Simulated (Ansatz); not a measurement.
Crystal: HfO2.

```
Hf O
1.0
     0.00000    2.55750    2.55750
     2.55750    0.00000    2.55750
     2.55750    2.55750    0.00000
Hf O
1 2
Direct
  0.00000 0.00000 0.00000
  0.75000 0.75000 0.75000
  0.25000 0.25000 0.25000
```

Measurements of this composition are mostly on another form, of space group No. 14.

Base run:

```yaml
Program: Ansatz 0.2.0
Functional: PBEsol
Potentials_or_basis: all-electron LAPW, scalar-relativistic
Cutoff: 343 eV
Density_cutoff: 1372 eV
Basis_error_allowed: 0.002 eV/atom
k_mesh: 9 × 9 × 9
Occupations: fermi-dirac, width 0.05 eV
Spin: no spin polarisation
Hubbard_terms: Hf d U = 4 eV
```

Its results: band gap on the k mesh 4.39 eV, indirect (least direct gap 4.51 eV); pressure -4.3 GPa.

Q: The run is repeated on the same cell with these changes: hubbard terms from Hf d U = 4 eV to none. What comes out?

A: Band gap on the k mesh 3.69 eV, indirect (least direct gap 3.81 eV); pressure -10.2 GPa.

The U term pushes filled and empty states of the shell apart.

Caveats: spin-orbit coupling is left out, which moves the levels of the heavy elements; an odd mesh through Γ misses points on the zone boundary, where band edges often lie; U is the effective U less J, on atomic orbitals that reach past the spheres (some runs).

Not every run made on this cell is shown here.
